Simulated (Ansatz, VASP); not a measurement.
## Two plane-wave programs on CaF2

```
Ca F
1.0
     0.00000    2.71038    2.71038
     2.71038    0.00000    2.71038
     2.71038    2.71038    0.00000
Ca F
1 2
Direct
  0.00000 0.00000 0.00000
  0.25000 0.25000 0.25000
  0.75000 0.75000 0.75000
```

Alike in both runs: functional PBEsol; k mesh 8 × 8 × 8; occupations gaussian, width 0.02 eV; no spin polarisation.

Ansatz relaxed the structure, and its values are those at the end. VASP's run is a single point on that final structure, the one shown.

```csv
,VASP,Ansatz
version,VASP 6.6.1,Ansatz 0.2.0
potentials or method,"VASP PAW PBE potentials, release 64 (Ca_sv, F)","scalar-relativistic, plane waves, PAW"
plane-wave cutoff (eV),520,420
valence electrons in the cell,24,24
```

|  | VASP | Ansatz | Ansatz less VASP |
| --- | --- | --- | --- |
| gap on the k mesh at the Fermi level (eV) | 7.22 | 7.25 | +0.024 |
| least direct gap on the mesh (eV) | 7.49 | 7.51 | +0.022 |
| pressure (GPa) | 0.3 | 0.0 | -0.35 |

Caveats: the PAW data sets were made with another functional, which shifts forces and pressure a little (VASP). A k mesh can miss the band edges. As with any semilocal functional, this PBEsol gap is likely too small.
